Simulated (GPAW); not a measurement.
# Mo (Im-3m) in GPAW: a series of runs

One crystal, Mo, is run at these levels: PBE; tasks: single point.

Program: GPAW 26.7.0. These are calculated values, not measurements. Logs are shortened: lines on timing, memory, paths and dates and some standing lists are left out, and cuts for length are marked. The log counts tension as positive stress, the text compression.

**1. The crystal as given**

The structure is cubic, space group Im-3m (No. 229). Conventional cell: a = 3.168 Å, b = 3.168 Å, c = 3.168 Å, α = 90.00°, β = 90.00°, γ = 90.00°. Mo (site symmetry m-3m) has 8 Mo at 2.74 Å as nearest neighbours.

**2. Single point, PBE**

Input file run.py:

```python
from ase.dft.bandgap import bandgap
from ase.io import read, write
from ase.units import GPa
from gpaw import GPAW, PW

atoms = read('Mo.xyz')

calc = GPAW(mode=PW(600),
            xc='PBE',
            kpts={'size': (12, 12, 12), 'gamma': True},
            occupations={'name': 'methfessel-paxton', 'order': 0, 'width': 0.02},
            nbands=16,
            convergence={'density': 1e-05, 'energy': 1e-05},
            maxiter=150,
            txt='gpaw.txt')
atoms.calc = calc
energy = atoms.get_potential_energy()
forces = atoms.get_forces()
stress = atoms.get_stress()
calc.write('gs.gpw')
write('result.traj', atoms)
print(f'Energy: {energy:.6f} eV')
print('Forces (eV/A):')
print(forces.round(4))
print('Stress (GPa):', (stress / GPa).round(3))
print('Fermi level:', round(calc.get_fermi_level(), 4), 'eV')
print(f'Gap: {bandgap(calc)[0]:.4f} eV, direct: {bandgap(calc, direct=True)[0]:.4f} eV')
```

Input file Mo.xyz:

```xyz
1
Lattice="-1.5838089719 1.5838089719 1.5838089719 1.5838089719 -1.5838089719 1.5838089719 1.5838089719 1.5838089719 -1.5838089719" Properties=species:S:1:pos:R:3 pbc="T T T"
Mo     0.0000000000      0.0000000000      0.0000000000
```

Potentials or basis: GPAW PAW data sets (gpaw-data 1.2.1), pw.

Command:

```bash
$ OMP_NUM_THREADS=1 python run.py
```

gpaw.txt:

```text
__  _  _
 | _ |_)|_||  |
 |__||  | ||/\| - 26.7.0

Input parameters:
  mode=PW(ecut=600.0),
  convergence={'density': 1e-05, 'energy': 1e-05},
  kpts=MonkhorstPack(size=(12, 12, 12), gamma=True),
  maxiter=150,
  nbands=16,
  occupations=Occupations(name='methfessel-paxton', order=0, width=0.02),
  xc=XC(name='PBE')

Diagonalizing LCAO Hamiltonian
Converting LCAO to pw mode

       Mo

Atoms  # Å, Bohr magnetons
|   | symbol |        x |        y |        z |    initial magnetic moments |
|---|--------|----------|----------|----------|-----------------------------|
| 0 |     Mo | 0.000000 | 0.000000 | 0.000000 | ( 0.0000,  0.0000,  0.0000) |

Unit cell  # Å
| periodic |         x |         y |         z |  lengths |     angles |
|----------|-----------|-----------|-----------|----------|------------|
|      yes | -1.583809 |  1.583809 |  1.583809 | 2.743238 | 109.471221 |
|      yes |  1.583809 | -1.583809 |  1.583809 | 2.743238 | 109.471221 |
|      yes |  1.583809 |  1.583809 | -1.583809 | 2.743238 | 109.471221 |

Number of symmetries: 48
Symmetry operations  # r_c * U_cc + t_c -> r_c
|    | kind |            matrix            |
|----|------|------------------------------|
|  0 |  σ   |  1, 1, 1,  0, 0,-1,  0,-1, 0 |
|  1 |  C4  |  1, 1, 1,  0, 0,-1, -1, 0, 0 |
|  2 |  C2  |  1, 1, 1,  0,-1, 0,  0, 0,-1 |
|  3 |  S6  |  1, 1, 1,  0,-1, 0, -1, 0, 0 |
|  4 |  S6  |  1, 1, 1, -1, 0, 0,  0, 0,-1 |
|  5 |  C4  |  1, 1, 1, -1, 0, 0,  0,-1, 0 |
|  6 |  E   |  1, 0, 0,  0, 1, 0,  0, 0, 1 |
|  7 |  σ   |  1, 0, 0,  0, 1, 0, -1,-1,-1 |
|  8 |  σ   |  1, 0, 0,  0, 0, 1,  0, 1, 0 |
|  9 |  C3  |  1, 0, 0,  0, 0, 1, -1,-1,-1 |
| 10 |  C3  |  1, 0, 0, -1,-1,-1,  0, 1, 0 |
| 11 |  σ   |  1, 0, 0, -1,-1,-1,  0, 0, 1 |
| 12 |  σ   |  0, 1, 0,  1, 0, 0,  0, 0, 1 |
| 13 |  C2  |  0, 1, 0,  1, 0, 0, -1,-1,-1 |
| 14 |  C3  |  0, 1, 0,  0, 0, 1,  1, 0, 0 |
| 15 |  S4  |  0, 1, 0,  0, 0, 1, -1,-1,-1 |
| 16 |  S4  |  0, 1, 0, -1,-1,-1,  1, 0, 0 |
| 17 |  C3  |  0, 1, 0, -1,-1,-1,  0, 0, 1 |
| 18 |  C3  |  0, 0, 1,  1, 0, 0,  0, 1, 0 |
| 19 |  S4  |  0, 0, 1,  1, 0, 0, -1,-1,-1 |
| 20 |  σ   |  0, 0, 1,  0, 1, 0,  1, 0, 0 |
| 21 |  C3  |  0, 0, 1,  0, 1, 0, -1,-1,-1 |
| 22 |  C2  |  0, 0, 1, -1,-1,-1,  1, 0, 0 |
| 23 |  S4  |  0, 0, 1, -1,-1,-1,  0, 1, 0 |
| 24 |  C4  |  0, 0,-1,  1, 1, 1,  0,-1, 0 |
| 25 |  σ   |  0, 0,-1,  1, 1, 1, -1, 0, 0 |
| 26 |  S6  |  0, 0,-1,  0,-1, 0,  1, 1, 1 |
| 27 |  C2  |  0, 0,-1,  0,-1, 0, -1, 0, 0 |
| 28 |  C4  |  0, 0,-1, -1, 0, 0,  1, 1, 1 |
| 29 |  S6  |  0, 0,-1, -1, 0, 0,  0,-1, 0 |
| 30 |  S6  |  0,-1, 0,  1, 1, 1,  0, 0,-1 |
| 31 |  C4  |  0,-1, 0,  1, 1, 1, -1, 0, 0 |
| 32 |  C4  |  0,-1, 0,  0, 0,-1,  1, 1, 1 |
| 33 |  S6  |  0,-1, 0,  0, 0,-1, -1, 0, 0 |
| 34 |  σ   |  0,-1, 0, -1, 0, 0,  1, 1, 1 |
| 35 |  C2  |  0,-1, 0, -1, 0, 0,  0, 0,-1 |
| 36 |  C2  | -1, 0, 0,  1, 1, 1,  0, 0,-1 |
| 37 |  S6  | -1, 0, 0,  1, 1, 1,  0,-1, 0 |
| 38 |  S6  | -1, 0, 0,  0, 0,-1,  1, 1, 1 |
| 39 |  C2  | -1, 0, 0,  0, 0,-1,  0,-1, 0 |
| 40 |  C2  | -1, 0, 0,  0,-1, 0,  1, 1, 1 |
| 41 |  i   | -1, 0, 0,  0,-1, 0,  0, 0,-1 |
| 42 |  S4  | -1,-1,-1,  1, 0, 0,  0, 1, 0 |
| 43 |  C3  | -1,-1,-1,  1, 0, 0,  0, 0, 1 |
| 44 |  C3  | -1,-1,-1,  0, 1, 0,  1, 0, 0 |
| 45 |  σ   | -1,-1,-1,  0, 1, 0,  0, 0, 1 |
| 46 |  S4  | -1,-1,-1,  0, 0, 1,  1, 0, 0 |
| 47 |  C2  | -1,-1,-1,  0, 0, 1,  0, 1, 0 |

BZ-sampling:
  Number of BZ points: 1728
  Number of IBZ points: 72

  Monkhorst-Pack size: [12, 12, 12]
  Monkhorst-Pack shift: [0.041666666666666664, 0.041666666666666664, 0.041666666666666664]

K-points  # in reciprocal-cell coordinates
|     |                                coordinates |     weight |
|-----|--------------------------------------------|------------|
|   0 | ( -0.00000000,  -0.00000000,  -0.00000000) | 0.00057870 |
|   1 | (  0.08333333,  -0.00000000,  -0.00000000) | 0.00694444 |
|   2 | (  0.08333333,   0.08333333,  -0.08333333) | 0.00347222 |
|   3 | (  0.16666667,  -0.00000000,  -0.08333333) | 0.01388889 |
|   4 | (  0.16666667,  -0.00000000,  -0.00000000) | 0.00694444 |
|   5 | (  0.16666667,   0.08333333,  -0.08333333) | 0.01388889 |
|   6 | (  0.16666667,   0.16666667,  -0.16666667) | 0.00347222 |
|   7 | (  0.25000000,  -0.08333333,  -0.08333333) | 0.00462963 |
|   8 | (  0.25000000,  -0.00000000,  -0.08333333) | 0.02777778 |
|   9 | (  0.25000000,  -0.00000000,  -0.00000000) | 0.00694444 |
| ... |                                            |            |
|  71 | (  0.50000000,   0.50000000,   0.50000000) | 0.00057870 |

Plane wave coefficients: 555
Cutoff: 600.0 eV

Spin-components: 1 (collinear spins)
Bands:           16
Projectors:      6
Spin-degeneracy: 2
Datatype:        complex128

Parallelization:
  kpt:    1
  domain: 1
  band:   1

Density:
  Valence electrons: 14.0
  Components: 1
  Grid points: [16 16 16]
  Charge: 0.0  # |e|

Potential:
  Grid points: [16 16 16]

species:
  Mo:
    name:    Molybdenum
    Z:       42.0
    valence: 14
    core:    28
    charge:  0.0  # [|e|]
    compensation charges:
      type: gauss
      rc: 0.38  # [Å]
      lmax: 2
    cutoffs:
      filter: 2.16  # [Å]
      core: 1.42  # [Å]
    projectors
    | kind |    occ | energy [eV] | rcut [Å] |
    |------|--------|-------------|----------|
    |   4s |  2.000 |     -64.307 |    1.238 |
    |   5s |  1.000 |      -4.084 |    1.238 |
    |   4p |  6.000 |     -38.491 |    1.296 |
    |   5p |  0.000 |      -1.044 |    1.296 |
    |   4d |  5.000 |      -3.754 |    1.296 |
    |    d |        |      23.458 |    1.296 |

    Using partial waves for Mo as LCAO basis

Reference energy: -110134.072632  # eV

eigensolver:
  PPCG
  Converge bands: occupied
  niter=2

density mixing:
  MSR1-Mixer
  Pratt-step length: 0.05
  Maximum mixing coefficient: 0.75
  Old densities: 10
  SVD Regularization: 0.005
  Good broyden scale: 1.0
  Trust region scale: 1.0
  Backstep threshold: 4.0
  History deletion threshold: 6.0
  Fourier metric: weight=20.0, sigma=0.015

occupation numbers:
  Methfessel-Paxton:
    width: 0.0200  # eV
    order: 0

poisson solver:
  ecut: 4800.0  # eV

xc functional:
  name: PBE with 2 nearest neighbor stencil

convergence criteria:
- Maximum integral of absolute [dens]ity change: 1e-05 electrons / valence electron
- Maximum [total energy] change in last 3 cyles: 1e-05 eV / valence electron
- Maximum integral of absolute [eigenst]ate change: 4e-08 eV^2 / valence electron
maximum number of iterations: 150

SCF iterations
|iter     | |      energy | eigst |  dens |
|---------|-|-------------|-------|-------|
|iter:   1| |  -12.166661 | +0.30 |       |
|iter:   2| |  -12.003161 | -2.23 | -0.99 |
|iter:   3| |  -11.278806 | -1.46 | -1.03 |
|iter:   4| |  -11.275319 | -2.93 | -1.81 |
|iter:   5| |  -11.276205 | -4.00 | -2.16 |
|iter:   6| |  -11.276210 | -5.80 | -3.42 |
|iter:   7| |  -11.276211c| -6.87 | -3.92 |
|iter:   8| |  -11.276211c| -8.15c| -5.21c|

Converged in 8 steps
Energy contributions relative to reference atoms: (reference = -110134.072632)

Energy contributions:
  Kinetic:         -13.626660
  Coulomb:           7.844512
  Zero:             -0.255498
  External:          0.000000
  Xc:               -5.238512
  Entropy:          -0.000107
  Spinorbit:         0.000000
  ----------------------------
  Free energy:     -11.276265
  Extrapolated:    -11.276211

dipole moment: (-5.926750, -5.926750, -5.926750)  # |e|*Ang

Fermi level: 13.182
Eigenvalues  # (at kpt = [-0.000, -0.000, -0.000])
| band index |      eig [eV] | occ [0-2] |
|------------|---------------|-----------|
|          0 |       -48.076 |     2.000 |
|          1 |       -21.423 |     2.000 |
|          2 |       -21.423 |     2.000 |
|          3 |       -21.423 |     2.000 |
|          4 |         6.132 |     2.000 |
|          5 |        11.937 |     2.000 |
[... 8 lines left out ...]
|         14 |        39.163 |     0.000 |
|         15 |        42.849 |     0.000 |

No gap
No difference between direct/indirect transitions

Forces  # eV/Ang
|        x |       y |        z |
|----------|---------|----------|
| -0.00000 | 0.00000 | -0.00000 |  # Mo   0

Stress tensor  # eV/Ang^3
|         x |         y |         z |
|-----------|-----------|-----------|
|  0.014318 | -0.000000 | -0.000000 |
| -0.000000 |  0.014318 | -0.000000 |
| -0.000000 | -0.000000 |  0.014318 |

# Writing to gs.gpw (mode='')
```

It took 7.8 s on 1 thread of Intel Xeon Platinum 8488C (Sapphire Rapids), shared host; peak memory 0.14 GiB.

Results:

```yaml
Free_energy: -11.2763 eV
Pressure: -2.3 GPa
Band_gap_on_the_k_mesh: none (metal or under the smearing width)
```

**3. Single point, PBE**

run.py: that of step 2 with these lines changed.

```diff
@@ -2,4 +2,5 @@
 from ase.io import read, write
-from ase.units import GPa
+from ase.units import Bohr, GPa
 from gpaw import GPAW, PW
+from gpaw.elf import elf_from_dft_calculation
 
@@ -10,3 +11,3 @@
             kpts={'size': (12, 12, 12), 'gamma': True},
-            occupations={'name': 'methfessel-paxton', 'order': 0, 'width': 0.02},
+            occupations={'name': 'methfessel-paxton', 'order': 0, 'width': 0.020999999999999998},
             nbands=16,
@@ -27 +28,6 @@
 print(f'Gap: {bandgap(calc)[0]:.4f} eV, direct: {bandgap(calc, direct=True)[0]:.4f} eV')
+
+# fields on the real-space grid
+write('density.cube', atoms, data=calc.get_pseudo_density() * Bohr**3)
+write('potential.cube', atoms, data=calc.get_electrostatic_potential())
+write('elf.cube', atoms, data=elf_from_dft_calculation(calc).data)
```

Mo.xyz is that of step 2.

Potentials or basis: GPAW PAW data sets (gpaw-data 1.2.1), pw.

Command:

```bash
$ OMP_NUM_THREADS=1 python run.py
```

It took 8 s on 1 thread of Intel Xeon Platinum 8488C (Sapphire Rapids), shared host; peak memory 0.14 GiB.

It converged, with:

| Quantity | Value |
| --- | --- |
| Free energy | -11.2763 eV |
| Pressure | -2.3 GPa |
| Band gap on the k mesh | none (metal or under the smearing width) |

Levels at points of the mesh, in eV from the Fermi level:
| k point | band 3 | band 4 | band 5 | band 6 | band 7 | band 8 | band 9 | band 10 | band 11 | band 12 |
| --- | --- | --- | --- | --- | --- | --- | --- | --- | --- | --- |
| (0.00, 0.00, 0.00) | -34.60 | -34.60 | -7.05 | -1.25 | -1.25 | -1.25 | 1.66 | 1.66 | 15.17 | 15.17 |
| (0.50, 0.50, 0.00) | -35.02 | -34.62 | -5.08 | -3.21 | 1.62 | 1.69 | 2.29 | 4.65 | 11.42 | 12.17 |
| (0.50, 0.50, 0.50) | -35.50 | -35.50 | -5.18 | -5.18 | 3.91 | 3.91 | 3.91 | 9.05 | 9.05 | 9.05 |
